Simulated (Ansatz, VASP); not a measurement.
**One calculation of Ba, two programs**

Contents of INCAR:

```
SYSTEM = Ba
PREC = Accurate
ENCUT = 520
EDIFF = 1E-6
ISMEAR = -1
SIGMA = 0.05
LREAL = .False.
LASPH = .True.
NELM = 80
ALGO = Fast
ISIF = 2
LWAVE = .False.
LCHARG = .False.
GGA = PE
NBANDS = 28
```

Contents of KPOINTS:

```
Automatic mesh
0
Gamma
  5 5 5
  0 0 0
```

File POSCAR:

```
Ba
1.0
   -4.1034677732      4.1034677732      3.8110197309
    4.1034677732     -4.1034677732      3.8110197309
    4.1034677732      4.1034677732     -3.8110197309
Ba
4
Direct
    0.6818578900      0.1818578900      0.8637157800
    0.3181421100      0.8181421100      0.1362842200
    0.1818578900      0.3181421100      0.5000000000
    0.8181421100      0.6818578900      0.5000000000
```

input.yaml

```yaml
crystal:
  lattice:
    - [-4.1034677732, 4.1034677732, 3.8110197309]
    - [4.1034677732, -4.1034677732, 3.8110197309]
    - [4.1034677732, 4.1034677732, -3.8110197309]
  atoms:
    - { symbol: Ba, position: [0.68185789, 0.18185789, 0.86371578] }
    - { symbol: Ba, position: [0.31814211, 0.81814211, 0.13628422] }
    - { symbol: Ba, position: [0.18185789, 0.31814211, 0.5] }
    - { symbol: Ba, position: [0.81814211, 0.68185789, 0.5] }
hamiltonian:
  xc: pbe
  pseudopotentials: { kind: paw }
kpoints:
  mp_grid: { grid: [5, 5, 5] }
scf:
  occupations: { method: fermi_dirac, width: 0.05 }
output:
  forces: true
  stress: true
  eigenvalues: true
  write_density: true
  write_potential: true
  elf: true
  volumetric_format: npy
```

This isn't the form of Ba at room conditions, which is bcc.

Alike in both runs: task single point; functional PBE; k mesh 5 × 5 × 5; occupations fermi-dirac, width 0.05 eV; no spin polarisation.

```csv
,VASP,Ansatz
version,VASP 6.6.1,Ansatz 0.2.0
potentials or method,"VASP PAW PBE potentials, release 64 (Ba_sv)",Ansatz PAW
plane-wave cutoff (eV),520,420
valence electrons in the cell,40,40
```

VASP gave:

* gap on the k mesh at the Fermi level (eV): none
* pressure (GPa): 0.0
* largest component of the traceless stress (GPa): 0.07
* rms of the force components (eV/Å): 0.057

Problem. Which values does Ansatz return?

Solution. gap on the k mesh at the Fermi level (eV): none; pressure (GPa): 0.0; largest component of the traceless stress (GPa): 0.07; rms of the force components (eV/Å): 0.055.

Atom by atom the forces differ by 0.002 eV/Å (rms over components). A gap of «none» marks a metal or a gap that the smearing closes. The functional is the same, so the differences come from potentials, cutoffs and numerics.

The runs have no spin-orbit coupling, so splittings on Ba are missing.
